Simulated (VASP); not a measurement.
Set up this calculation in VASP 6.6.1, as the native input.

```yaml
Task: single point
Functional: PBE
Dispersion: D4
Potentials_or_basis: VASP PAW PBE potentials, release 64 (Hf_pv, O)
Cutoff: 520 eV
k_mesh: 5 × 5 × 5
Occupations: gaussian, width 0.01 eV
Spin: no spin polarisation
Dipole_correction: no
Further_INCAR_settings: ALGO = Fast; EDIFF = 1e-07; NBANDS = 18
```

The structure of HfO2 lies in POSCAR:

```
HfO2
1.0
    0.0000000000      2.5373855758      2.5373855758
    2.5373855758      0.0000000000      2.5373855758
    2.5373855758      2.5373855758      0.0000000000
Hf O
1 2
Direct
    0.0000000000      0.0000000000      0.0000000000
    0.2500000000      0.2500000000      0.2500000000
    0.7500000000      0.7500000000      0.7500000000
```

Measurements of this composition are mostly on another form, of space group No. 14.

The input as run:

INCAR

```
SYSTEM = HfO2
PREC     = Accurate       ! precision mode
ENCUT    = 520            ! plane-wave cutoff, eV
EDIFF    = 1E-7           ! SCF threshold, eV
ISMEAR   = 0              ! smearing method
SIGMA    = 0.01           ! smearing width, eV
LREAL    = .FALSE.        ! projectors in reciprocal space
LASPH    = .TRUE.         ! aspherical terms in the spheres
NELM     = 100            ! most SCF steps
ALGO     = Fast           ! electronic algorithm
ISIF     = 2              ! what is computed and relaxed
LWAVE    = .FALSE.        ! write WAVECAR
LCHARG   = .FALSE.        ! write CHGCAR
GGA      = PE             ! functional
IVDW     = 13             ! dispersion correction
NBANDS   = 18             ! bands
```

KPOINTS

```
regular mesh
0
G
  5 5 5
  0 0 0
```

Potentials or basis: VASP PAW PBE potentials, release 64 (Hf_pv, O).

Run with:

```sh
$ cat potpaw_PBE.64/Hf_pv/POTCAR potpaw_PBE.64/O/POTCAR > POTCAR
$ mpirun -np 1 vasp_std > vasp.out
```

Results of the run:

```
Pressure                   : -3.7 GPa
Band gap on the k mesh     : 4.07 eV, indirect (least direct gap 4.42 eV)
Dispersion energy per atom : -0.194 eV
```

Caveat: the k mesh is coarse (spacing up to 0.43 Å⁻¹), so the values aren't converged; spin-orbit coupling is left out, which moves the levels of the heavy elements; an odd mesh through Γ misses points on the zone boundary, where band edges often lie.

It took 17 s on 1 thread of Intel(R) Xeon(R) Platinum 8259CL CPU @ 2.50GHz (Skylake/Cascade Lake), with other jobs on the host, peak memory 0.15 GiB.
